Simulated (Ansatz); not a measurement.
The system is NiO.

```
Ni O
1.0
     0.00000    2.08590    2.08590
     2.08590    0.00000    2.08590
     2.08590    2.08590    0.00000
Ni O
1 1
Cartesian
  0.0000 0.0000 0.0000
  2.0859 2.0859 2.0859
```

- Program: Ansatz 0.2.0
- Task: relaxation of cell and atoms
- Functional: revPBE
- Potentials or basis: Ansatz PAW
- Cutoff: 420 eV (not typed: the program's choice for these potentials)
- k mesh: 11 × 11 × 11
- Occupations: fermi-dirac, width 0.05 eV
- Spin: collinear spin, ferromagnetic start
- Starting moments: [1.0, 0.0] μB

At the start: volume 9.08 Å³/atom.

Problem. How do energy, volume and symmetry change on relaxing?

Solution. It ends after 7 steps and the volume is 9.66 Å³/atom (+6.4 %); space group Fm-3m (No. 225, to 0.05 Å); moment 1.91 μB per cell.

The path:
```csv
step,energy change (eV),largest force (eV/Å),volume (Å³)
1,0.0000,0.0000,18.15
2,-0.0239,0.0000,18.64
3,-0.0326,0.0000,19.22
4,-0.0324,0.0000,19.26
5,-0.0385,0.0000,19.26
6,-0.0384,0.0000,19.31
7,-0.0386,0.0000,19.31
```

Final structure:
```yaml
crystal:
  lattice:
    - [0.00000, 2.12937, 2.12937]
    - [2.12937, 0.00000, 2.12937]
    - [2.12937, 2.12937, 0.00000]
  atoms:
    - { symbol: Ni, position: [0.00000, 0.00000, 0.00000] }
    - { symbol: O, position: [0.50000, 0.50000, 0.50000] }
```

Caveat: the plane-wave basis is chosen anew once the cell has moved, so the energies of steps on either side of that aren't comparable; the pressure holds a Pulay correction of +0.7 GPa for the finite cutoff; a cell with one magnetic atom can't hold antiferromagnetic order, which such compounds often take; the PAW data sets come from PBE, with cores solved anew for the run's functional, which leaves a small shift of forces and pressure.
